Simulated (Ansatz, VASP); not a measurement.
## Two plane-wave programs on BN

```
CELL_PARAMETERS angstrom
0.00000 1.55537 1.55537
1.55537 0.00000 1.55537
1.55537 1.55537 0.00000
ATOMIC_POSITIONS crystal
B 0.00000 0.00000 0.00000
N 0.50000 0.50000 0.50000
```

Change from the starting cell: volume scaled by 0.7, to set the pressure.

Alike in both runs: task single point; functional PBE; k mesh 17 × 17 × 17; occupations fermi-dirac, width 0.05 eV; no spin polarisation.

|  | VASP | Ansatz |
| --- | --- | --- |
| version | VASP 6.6.1 | Ansatz 0.2.0 |
| potentials or method | VASP PAW PBE potentials, release 64 (B, N) | PAW with Ansatz's default frozen-core files, scalar-relativistic |
| plane-wave cutoff (eV) | 520 | 420 |
| valence electrons in the cell | 8 | 8 |

Ansatz gave:

| Property | Result |
| --- | --- |
| gap on the k mesh at the Fermi level (eV) | 4.32 |
| pressure (GPa) | 265.5 |

Task: Estimate VASP's values.

Result: gap on the k mesh at the Fermi level (eV): 4.30; pressure (GPa): 267.2.

The functional is the same, so the differences come from potentials, cutoffs and numerics.

Caveats: the cell as given lies far from equilibrium; so large a pressure means that the cell lies far from this level's equilibrium, or that cutoff or potentials fall short (VASP); an odd mesh through Γ misses points on the zone boundary, where band edges often lie.
